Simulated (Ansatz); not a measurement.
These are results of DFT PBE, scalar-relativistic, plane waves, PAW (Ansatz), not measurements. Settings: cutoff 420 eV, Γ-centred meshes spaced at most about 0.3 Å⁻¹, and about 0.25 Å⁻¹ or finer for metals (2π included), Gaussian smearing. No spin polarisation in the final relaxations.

These are static total energies at zero pressure.

Two relaxed structures of Be4S:

A.

```
CELL_PARAMETERS angstrom
2.19136 1.26518 3.88526
-2.19136 1.26518 3.88526
0.00000 -2.53036 3.88526
ATOMIC_POSITIONS crystal
Be 0.50000 0.50000 0.00000
Be 0.00000 0.50000 0.50000
Be 0.50000 0.00000 0.50000
Be 0.50000 0.50000 0.50000
S 0.00000 0.00000 0.00000
```

B.

```
CELL_PARAMETERS angstrom
3.86533 0.00000 0.00000
0.00000 3.86533 0.00000
0.00000 0.00000 3.86533
ATOMIC_POSITIONS crystal
Be 0.80095 0.80095 0.80095
Be 0.19905 0.19905 0.80095
Be 0.19905 0.80095 0.19905
Be 0.80095 0.19905 0.19905
S 0.50000 0.50000 0.50000
```

Question: Which would you expect to be lower, and how large is the difference?

Answer: B is lower, by 0.30 eV/atom. A has space group R-3m (No. 166), 12.9 Å³/atom and no gap on its mesh; B has space group P-43m (No. 215), 11.6 Å³/atom and no gap. Counting Be atoms around S (those within 1.25 times the shortest such distance or 1.15 times the sum of covalent radii, 1.27 where that leaves under three), A has S 6 and B has S 4. The denser one is the lower, and pressure would at first widen the difference. Even the lower one lies +0.23 eV/atom against the reference forms of the elements (uncorrected), so neither is stable at this level. In A, around Be on a site of symmetry 2/m lie 2 S at 2.19 Å and 6 Be at 2.19–2.32 Å; Be on a site of symmetry -3m is surrounded by 6 Be at 2.32 Å; S has 6 Be at 2.19 Å. In B, Be is surrounded by 1 S at 2.01 Å and 3 Be at 2.18 Å; S is surrounded by 4 Be at 2.01 Å. Both come from invented guesses. A third cell relaxed alike, in Cc, lies 223 meV/atom below the lower of the two; the R-3m cell fell into it when its atoms were moved at random.

Cells relaxed within their symmetry can be saddle points; a later kick test found a lower structure for Be4S R-3m.
